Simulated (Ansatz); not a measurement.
Run this with Ansatz's Python interface and show what comes out.

`li2s.cif`
```cif
data_Li2S
_cell_length_a 4.022730
_cell_length_b 4.022730
_cell_length_c 4.022730
_cell_angle_alpha 60.00000
_cell_angle_beta 60.00000
_cell_angle_gamma 60.00000
_symmetry_space_group_name_H-M 'P 1'
_symmetry_Int_Tables_number 1
loop_
_symmetry_equiv_pos_as_xyz
'x, y, z'
loop_
_atom_site_label
_atom_site_type_symbol
_atom_site_fract_x
_atom_site_fract_y
_atom_site_fract_z
Li1 Li    0.250000    0.250000    0.250000
Li2 Li    0.750000    0.750000    0.750000
S3 S    0.000000    0.000000    0.000000
```

Script `report_li2s.py`:
```python
'''One SCF of Li2S and its post-processing.'''

from pathlib import Path
import itertools

import ansatz as az
from ase.io import read
from ase.io.cube import read_cube_data
from ase.units import Bohr
import numpy as np


def main() -> None:
    atoms = read('li2s.cif')
    li2s = az.Crystal.from_ase(atoms)

    calc = (
        li2s.calculation()
        .functional('PBE')
        .pseudopotentials('paw')
        .basis(420)
        .kpoints(spacing=0.4)
        .occupations('fixed')
        .scf(tolerance=1e-08)
        .density()
        .output_files(volumetric_format=['cube', 'npy'])
        .xc_energy_on_converged_density(['pbesol', 'pbe', 'blyp'])
        .band_densities([('v1', 'v1'), ('c1', 'c1')])
    )
    session = calc.session()
    planned = session.plan(threads=1)
    res = planned.execute()
    summary = res.report

    n_atoms = len(summary['lattice']['sites'])
    print('F =', round(summary['free_energy_ev'], 4), 'eV for', n_atoms, 'atoms')
    print('E(sigma -> 0) =', round(summary['energy_sigma0_ev'], 4), 'eV, TS =', round(summary['entropy_ts_ev'], 5), 'eV')
    print('closed by', summary['closed_by'], 'after', summary['n_iterations'], 'iterations')

    # cube files hold the density in electrons per cubic bohr
    folder = Path(res.write_results('cubes'))
    print('\n'.join((folder / 'rho.cube').read_text().splitlines()[: 6 + 3]))
    values, cube_atoms = read_cube_data(str(folder / 'rho.cube'))
    print('electrons from the file:', round(values.mean() * cube_atoms.get_volume() / Bohr ** 3, 3))

    for term in (az.EnergyTerm.SMEARING, az.EnergyTerm.DISPERSION):
        print(f'F without {term.name.lower()}: {az.free_energy_without(summary, term):.5f} eV')

    # valence electrons inside a sphere about each atom
    rho = res.density()
    total = sum(channel.density_e_per_ang3 for channel in rho.channels[:2])
    grid_cell = np.asarray(rho.fft_grid_basis) @ res.lattice.cell_ang
    mesh = np.stack(np.meshgrid(*[np.arange(n) / n for n in rho.dims], indexing='ij'), axis=-1)
    for site in res.lattice.sites:
        offset = mesh - site.position_ang @ np.linalg.inv(grid_cell)
        offset -= offset.round()
        distance = np.min([np.linalg.norm((offset + shift) @ grid_cell, axis=-1) for shift in itertools.product((-1, 0, 1), repeat=3)], axis=0)
        inside = [total[distance < radius].sum() * rho.cell_volume_ang3 / total.size for radius in (0.8, 1.0, 1.2)]
        print(site.symbol, 'electrons within 0.8, 1.0, 1.2 A:', np.round(inside, 2))

    print('other functionals on this density (not self-consistent, eV)')
    for entry in summary.get('xc_energy_on_converged_density', []):
        print(entry['functional'], {k: round(v, 3) for k, v in entry.items() if isinstance(v, float)})

    # how spread out the top filled and lowest empty bands are
    for name, window in zip(('top filled band', 'lowest empty band'), res.band_densities().windows):
        field = window.outcome.density.channels[0].density_e_per_ang3
        ratio = field.mean() ** 2 / np.mean(field ** 2)
        print(f'{name}: band {window.window.first}, participation ratio {ratio:.3f} of the cell')


if __name__ == '__main__':
    main()
```

```console
$ python report_li2s.py
F = -1315.5046 eV for 3 atoms
E(sigma -> 0) = -1315.5046 eV, TS = 0.0 eV
closed by deck_thresholds after 8 iterations
ansatz rho
values in e/bohr^3 (x slowest, z fastest)
    3    0.000000    0.000000    0.000000
   27    0.281550    0.000000    0.000000
   27    0.140775    0.243830    0.000000
   27    0.140775    0.081277    0.229885
    3    3.000000    3.800929    2.194467    1.551723
    3    3.000000   11.402787    6.583402    4.655168
   16   16.000000    0.000000    0.000000    0.000000
electrons from the file: 12.0
F without smearing: -1315.50464 eV
F without dispersion: -1315.50464 eV
Li electrons within 0.8, 1.0, 1.2 A: [2.05 2.2  2.47]
Li electrons within 0.8, 1.0, 1.2 A: [2.05 2.2  2.47]
S electrons within 0.8, 1.0, 1.2 A: [2.18 3.66 4.78]
other functionals on this density (not self-consistent, eV)
pbesol {'e_xc_with_core_ev': -781.929, 'free_energy_ev': -1294.946}
pbe {'e_xc_with_core_ev': -802.49, 'free_energy_ev': -1315.505}
blyp {'e_xc_with_core_ev': -807.975, 'free_energy_ev': -1320.989}
top filled band: band 6, participation ratio 0.345 of the cell
lowest empty band: band 7, participation ratio 0.839 of the cell
```

Notes:
- Absolute energies stand on the zero of these potentials, so only differences at equal settings mean something. A total without «per atom» is that of the cell as typed.
- Of the deposited cell: the entry's cell lengths or inner coordinates differ somewhat from later room-temperature determinations.
- The fields are valence quantities on the plane-wave grid; their values near the nuclei depend on the potentials.
- The starting cell is as deposited in a crystallographic database; the results hold for this polymorph, which needn't be the stable one.
- Gaps and levels are Kohn-Sham values on a finite set of k-points.
- Run time: 1.4 s on 1 thread of Arm Neoverse V2, on a shared host, peak memory 0.38 GiB.

(Lines on the test bed's own set-up are left out of the output.)
